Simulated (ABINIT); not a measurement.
# BN (R3m) in ABINIT: further runs

Aim: see how the results for BN move with the level of theory and the settings. Levels: LDA, PBEsol, r2SCAN, TB-mBJ. Tasks: band structure.

Program: ABINIT 10.8.3 (patched build). These are calculated values, not measurements. Logs are shortened: lines on timing, memory, paths and dates and some standing lists are left out, and cuts for length are marked. The log counts tension as positive stress, the text compression.

### 1 Starting point

It takes space group R3m (No. 160, trigonal). Conventional cell: a = 2.502 Å, b = 2.502 Å, c = 10.119 Å, α = 90.00°, β = 90.00°, γ = 120.00°. Around N (site symmetry 3m) lie 3 B at 1.44 Å. Around B (site symmetry 3m) lie 3 N at 1.44 Å.

The cell is a database's computed one.

### 2 Band structure, LDA

The input, run.abi:

```
ndtset 2

pp_dirpath "./"
pseudos "N.LDA_PW-JTH.xml, B.LDA_PW-JTH.xml"

acell 3*1.0
rprim
     2.3642775188     1.3650162619     6.3739222586
    -2.3642775188     1.3650162619     6.3739222586
     0.0000000000    -2.7300325238     6.3739222586
ntypat 2
znucl 7 5
natom 2
typat 1 2
xred
     0.6672382000     0.6672382000     0.6672382000
     0.0003288000     0.0003288000     0.0003288000

ecut 26.0
pawecutdg 48.0
pawovlp 30

ixc 7

occopt 3
tsmear 0.05 eV

nstep 100

iomode 3
prtwf 0
prteig 0
prtebands 0
enunit 1
prtden1 1
prtvha1 1
prtvclmb1 1
prtpot1 1

kptopt1 1
ngkpt1 12 12 12
nshiftk1 1
shiftk1 0.0 0.0 0.0
nband1 8
tolvrs1 1.0e-9

iscf2 -2
getden2 1
nband2 14
nbdbuf2 4
tolwfr2 1.0e-11
kptopt2 -2
ndivsm2 6
prteig2 1
kptbounds2
     0.0000000000     0.0000000000     0.0000000000
     0.5000000000     0.0000000000     0.0000000000
     0.5000000000     0.1972419765    -0.1972419765
```

Potentials or basis: JTH PAW LDA v2.0.

Command:

```
> abinit run.abi > log 2>&1
```

run.abo:

```text
.Version 10.8.3 of ABINIT
 DATASET    1 : space group R3 m (#160); Bravais hR (rhombohedral)
================================================================================
 Values of the parameters that define the memory need for DATASET  1.
     intxc =       0    ionmov =       0      iscf =      17    lmnmax =       8
     lnmax =       4     mgfft =      32  mpssoang =       2    mqgrid =    3001
     natom =       2  nloc_mem =       2    nspden =       1   nspinor =       1
    nsppol =       1      nsym =       6    n1xccc =       1    ntypat =       2
    occopt =       3   xclevel =       1
       mpw =         800          nfft =       32768          nkpt =         189
 PAW method is used; the additional fine FFT grid is defined by:
   mgfftf=        45    nfftf =     91125
================================================================================
================================================================================

 DATASET    2 : space group R3 m (#160); Bravais hR (rhombohedral)
================================================================================
 Values of the parameters that define the memory need for DATASET  2.
     intxc =       0    ionmov =       0      iscf =      -2    lmnmax =       8
     lnmax =       4     mgfft =      32  mpssoang =       2    mqgrid =    3001
     natom =       2  nloc_mem =       2    nspden =       1   nspinor =       1
    nsppol =       1      nsym =       6    n1xccc =       1    ntypat =       2
    occopt =       3   xclevel =       1
       mpw =         792          nfft =       32768          nkpt =          16
 PAW method is used; the additional fine FFT grid is defined by:
   mgfftf=        45    nfftf =     91125
================================================================================
================================================================================

--------------------------------------------------------------------------------
------------- Echo of variables that govern the present computation ------------
--------------------------------------------------------------------------------
 -outvars: echo values of preprocessed input variables --------
            acell      1.0000000000E+00  1.0000000000E+00  1.0000000000E+00 Bohr
              amu      1.40067400E+01  1.08110000E+01
             ecut      2.60000000E+01 Hartree
           enunit           1
           getden1          0
           getden2          1
             iscf1         17
             iscf2         -2
                       outvar_i_n : Printing only first  50 k-points.
              ixc           7
           jdtset        1    2
                       outvar_i_n : Printing only first  50 k-points.
           kptopt1          1
           kptopt2         -2
         kptrlatt       12    0    0      0   12    0      0    0   12
          kptrlen1     5.67426605E+01
          kptrlen2     3.00000000E+01
            natom           2
            nband1          8
            nband2         14
           nbdbuf1          0
           nbdbuf2          4
           ndtset           2
           ndivsm1          0
           ndivsm2          6
            ngfft          32      32      32
          ngfftdg          45      45      45
             nkpt1        189
             nkpt2         16
            nstep         100
             nsym           6
           ntypat           2
                       prtocc : prtvol=0, do not print more k-points.
           occopt           3
        pawecutdg      4.80000000E+01 Hartree
          pawovlp      3.0000000000E+01
        prtebands           0
           prteig1          0
           prteig2          1
           prtpot1          1
           prtpot2          0
         prtvclmb1          1
         prtvclmb2          0
           prtvha1          1
           prtvha2          0
            prtwf           0
            rprim      2.3642775188E+00  1.3650162619E+00  6.3739222586E+00
                      -2.3642775188E+00  1.3650162619E+00  6.3739222586E+00
[... 255 lines left out ...]
--------------------------------------------------------------------------------

================================================================================
 Non-SCF case, kpt    1 (  0.00000  0.00000  0.00000), residuals and eigenvalues=
  4.43E-12  8.01E-12  1.28E-12  1.10E-12  4.06E-12  2.93E-12  2.58E-12  1.72E-12
  3.96E-12  4.26E-12  2.59E-10  2.64E-10  3.44E-09  5.37E-12
 -5.4625E-01 -5.5062E-02  5.2248E-02  5.2248E-02  2.7799E-01  5.2478E-01
  5.2478E-01  5.7594E-01  6.4283E-01  1.0425E+00  1.1079E+00  1.1641E+00
  1.1641E+00  1.2571E+00
 Non-SCF case, kpt    2 (  0.05556  0.00000  0.00000), residuals and eigenvalues=
  9.71E-12  4.70E-12  6.41E-12  7.97E-12  1.27E-12  3.20E-12  1.51E-12  9.09E-12
  8.74E-12  1.55E-12  3.70E-11  5.87E-10  5.85E-09  7.58E-05
 -5.4399E-01 -5.2629E-02  4.2857E-02  4.7890E-02  2.8266E-01  5.2352E-01
  5.3460E-01  5.6825E-01  6.5004E-01  1.0480E+00  1.0760E+00  1.1309E+00
[... 71 lines left out ...]
  6.1113E-01  6.4243E-01  7.3561E-01  8.3067E-01  9.0943E-01  1.0615E+00
  1.1087E+00  1.3210E+00
 Non-SCF case, kpt   15 (  0.50000  0.16437 -0.16437), residuals and eigenvalues=
  6.10E-12  2.50E-12  1.91E-12  1.57E-12  6.06E-12  2.02E-12  2.69E-12  2.52E-12
  7.29E-12  2.29E-12  2.85E-12  7.56E-11  2.30E-07  6.94E-05
 -4.0449E-01 -1.9253E-01 -1.5877E-01  9.9962E-02  2.6721E-01  5.3115E-01
  6.1055E-01  6.7560E-01  7.6173E-01  8.1754E-01  8.8784E-01  1.0288E+00
  1.1108E+00  1.2741E+00
 Non-SCF case, kpt   16 (  0.50000  0.19724 -0.19724), residuals and eigenvalues=
  9.28E-12  5.36E-12  1.43E-12  7.46E-12  1.11E-12  8.80E-13  1.46E-12  2.26E-12
  4.12E-12  3.70E-12  2.57E-12  9.74E-12  4.60E-08  7.11E-07
 -4.0713E-01 -1.9298E-01 -1.5068E-01  8.5348E-02  2.7148E-01  5.4496E-01
  6.0984E-01  6.7965E-01  7.8096E-01  8.2922E-01  8.8227E-01  1.0022E+00
  1.1093E+00  1.2370E+00

--- !ResultsGS
iteration_state: {dtset: 2, }
comment   : Summary of ground state results
lattice_vectors:
- [  2.3642775,   1.3650163,   6.3739223, ]
- [ -2.3642775,   1.3650163,   6.3739223, ]
- [  0.0000000,  -2.7300325,   6.3739223, ]
lattice_lengths: [   6.93397,    6.93397,    6.93397, ]
lattice_angles: [ 39.872,  39.872,  39.872, ] # degrees, (23, 13, 12)
lattice_volume:   1.2342249E+02
convergence: {deltae:  0.000E+00, res2:  0.000E+00, residm:  9.709E-12, diffor:  0.000E+00, }
etotal    :  -1.30112556E+01
entropy   :   0.00000000E+00
fermie    :   1.49683303E-01
cartesian_stress_tensor: null
pressure_GPa: null
xred      :
- [  6.6724E-01,   6.6724E-01,   6.6724E-01,  N]
- [  3.2880E-04,   3.2880E-04,   3.2880E-04,  B]
cartesian_forces: null
force_length_stats: {min: null, max: null, mean: null, }
...

 Integrated electronic density in atomic spheres:
 ------------------------------------------------
 Atom  Sphere_radius  Integrated_density
    1        1.20497          2.72652893
    2        1.70617          2.23383666

================================================================================

 ----iterations are completed or convergence reached----

 Mean square residual over all n,k,spin=   38.980E-13; max=  97.088E-13
 reduced coordinates (array xred) for    2 atoms
       0.667238200000      0.667238200000      0.667238200000
       0.000328800000      0.000328800000      0.000328800000

 cartesian coordinates (angstrom) at end:
    1     -0.00000000000000     0.00000000000000     6.75165203538453
    2     -0.00000000000000     0.00000000000000     0.00332706249318
 length scales=  1.000000000000  1.000000000000  1.000000000000 bohr
              =  0.529177210544  0.529177210544  0.529177210544 angstroms
 Eigenvalues (   eV  ) for nkpt=  16  k points:
 kpt#   1, nband= 14, wtk=  1.00000, kpt=  0.0000  0.0000  0.0000 (reduced coord)
 -14.86413   -1.49831    1.42175    1.42175    7.56452   14.27990   14.27990   15.67208
  17.49228   28.36860   30.14783   31.67732   31.67732   34.20672
 kpt#   2, nband= 14, wtk=  1.00000, kpt=  0.0556  0.0000  0.0000 (reduced coord)
 -14.80262   -1.43210    1.16619    1.30315    7.69144   14.24584   14.54707   15.46296
  17.68849   28.51772   29.28022   30.77430   31.51031   34.98295
 kpt#   3, nband= 14, wtk=  1.00000, kpt=  0.1111  0.0000  0.0000 (reduced coord)
 -14.61947   -1.23484    0.46499    0.98115    8.04701   14.16312   14.87009   15.31057
  18.21457   27.40261   29.00560   29.37415   31.60887   35.76056
 kpt#   4, nband= 14, wtk=  1.00000, kpt=  0.1667  0.0000  0.0000 (reduced coord)
 -14.31920   -0.91759   -0.53330    0.53414    8.58372   13.90876   14.13670   16.47833
  18.92918   25.57624   28.06904   29.48219   31.75161   35.93266
 kpt#   5, nband= 14, wtk=  1.00000, kpt=  0.2222  0.0000  0.0000 (reduced coord)
 -13.91080   -1.72110   -0.45562    0.04484    9.25195   12.85352   14.03382   17.94094
  19.65440   24.02578   26.94008   29.42853   31.92727   35.33078
 kpt#   6, nband= 14, wtk=  1.00000, kpt=  0.2778  0.0000  0.0000 (reduced coord)
 -13.41060   -2.94301   -0.42146    0.09457    9.92820   11.76364   14.01399   19.58552
[... 17 lines left out ...]
 -11.47574   -5.98756   -2.24866    2.31804    7.80791   13.68574   15.63946   17.20621
  19.99372   23.80445   25.77697   28.73651   30.47439   34.22795
 kpt#  13, nband= 14, wtk=  1.00000, kpt=  0.5000  0.0986 -0.0986 (reduced coord)
 -11.29827   -5.75399   -3.07805    2.53881    7.68775   14.26801   16.24238   16.91383
  19.64723   23.21540   25.42598   29.44713   30.16216   35.25246
 kpt#  14, nband= 14, wtk=  1.00000, kpt=  0.5000  0.1315 -0.1315 (reduced coord)
 -11.11441   -5.45977   -3.87387    2.73088    7.46078   14.34609   16.62976   17.48136
  20.01709   22.60381   24.74690   28.88482   30.16829   35.94613
 kpt#  15, nband= 14, wtk=  1.00000, kpt=  0.5000  0.1644 -0.1644 (reduced coord)
 -11.00682   -5.23912   -4.32036    2.72010    7.27110   14.45338   16.61393   18.38401
  20.72774   22.24642   24.15926   27.99592   30.22549   34.67000
 kpt#  16, nband= 14, wtk=  1.00000, kpt=  0.5000  0.1972 -0.1972 (reduced coord)
 -11.07864   -5.25130   -4.10029    2.32245    7.38726   14.82905   16.59448   18.49412
  21.25092   22.56409   24.00791   27.27202   30.18447   33.66049

== END DATASET(S) ==============================================================
================================================================================

 -outvars: echo values of variables after computation  --------
            acell      1.0000000000E+00  1.0000000000E+00  1.0000000000E+00 Bohr
           etotal1    -1.3011255558E+01
            fcart1     3.5985566619E-21  1.4876432387E-20 -8.7631006904E-05
                      -3.5985566619E-21 -1.4876432387E-20  8.7631006904E-05
            rprim      2.3642775188E+00  1.3650162619E+00  6.3739222586E+00
                      -2.3642775188E+00  1.3650162619E+00  6.3739222586E+00
                       0.0000000000E+00 -2.7300325238E+00  6.3739222586E+00
           strten1     1.9491851627E-04  1.9491851637E-04  3.6574959625E-05
                       0.0000000000E+00  0.0000000000E+00  0.0000000000E+00
           xangst     -1.8312220725E-16  6.9490387940E-17  6.7516520354E+00
                      -2.5484012521E-20  1.9479431747E-20  3.3270624932E-03
             xred      6.6723820000E-01  6.6723820000E-01  6.6723820000E-01
                       3.2880000000E-04  3.2880000000E-04  3.2880000000E-04
 Calculation completed.
```

Wall time 51 s (1 thread of Arm Neoverse V1, shared host); peak memory 0.1 GiB.

What came out:

| Quantity | Value |
| --- | --- |
| Free energy | -354.0543 eV |
| Pressure | -4.2 GPa |
| Largest force | 0.005 eV/Å |
| Band gap on the k mesh | 4.09 eV, indirect (least direct gap 4.55 eV) |
| Band gap along the path | 4.54 eV, indirect (least direct gap 4.55 eV) |

Forces on the atoms (eV/Å):
```
N    0.000  0.000 -0.005
B    0.000  0.000  0.005
```

Stress tensor (GPa, compression positive):
```
-5.73  0.00  0.00
 0.00 -5.73  0.00
 0.00  0.00 -1.08
```

Levels at the corners of the path, in eV from the valence-band top:
| point | band 1 | band 2 | band 3 | band 4 | band 5 | band 6 | band 7 | band 8 |
| --- | --- | --- | --- | --- | --- | --- | --- | --- |
| Γ | -17.59 | -4.23 | -1.31 | -1.31 | 4.83 | 11.55 | 11.55 | 12.94 |
| L | -14.37 | -8.91 | -4.10 | -0.63 | 5.11 | 9.88 | 12.69 | 14.65 |
| B1 | -13.81 | -7.98 | -6.83 | -0.41 | 4.66 | 12.10 | 13.86 | 15.76 |

Caveat: the atomic spheres overlap.

### 3 Band structure, PBEsol

Changes to run.abi since step 2:

```diff
@@ -3,3 +3,3 @@
 pp_dirpath "./"
-pseudos "N.LDA_PW-JTH.xml, B.LDA_PW-JTH.xml"
+pseudos "N.GGA_PBE-JTH.xml, B.GGA_PBE-JTH.xml"
 
@@ -20,5 +20,6 @@
 pawecutdg 48.0
+pawxcdev 0
 pawovlp 30
 
-ixc 7
+ixc -116133
```

Potentials or basis: JTH PAW PBE v2.0.

Command:

```
> abinit run.abi > log 2>&1
```

Wall time 56 s (1 thread of Arm Neoverse V1, shared host); peak memory 0.12 GiB.

The run converged. Its results:

- Free energy: -352.1549 eV
- Pressure: 1.1 GPa
- Largest force: 0.004 eV/Å
- Band gap on the k mesh: 4.17 eV, indirect (least direct gap 4.62 eV)
- Band gap along the path: 4.62 eV, indirect (least direct gap 4.62 eV)

Forces in eV/Å, atoms in the order of the input:
```
N    0.000  0.000 -0.004
B    0.000  0.000  0.004
```

Stress tensor (GPa, compression positive):
```
1.41 0.00 0.00
0.00 1.41 0.00
0.00 0.00 0.54
```

Levels at the corners of the path, in eV from the valence-band top:
```tsv
point	band 1	band 2	band 3	band 4	band 5	band 6	band 7	band 8
Γ	-17.76	-4.23	-1.27	-1.27	4.96	11.62	11.62	13.09
L	-14.54	-8.97	-4.08	-0.63	5.18	9.84	12.86	14.83
B1	-13.98	-7.99	-6.88	-0.40	4.73	12.22	13.97	15.88
```

Caveat: the PAW data sets were made with another functional, which shifts forces and pressure a little; the atomic spheres overlap.

(Part 1 of 2 ends here.)
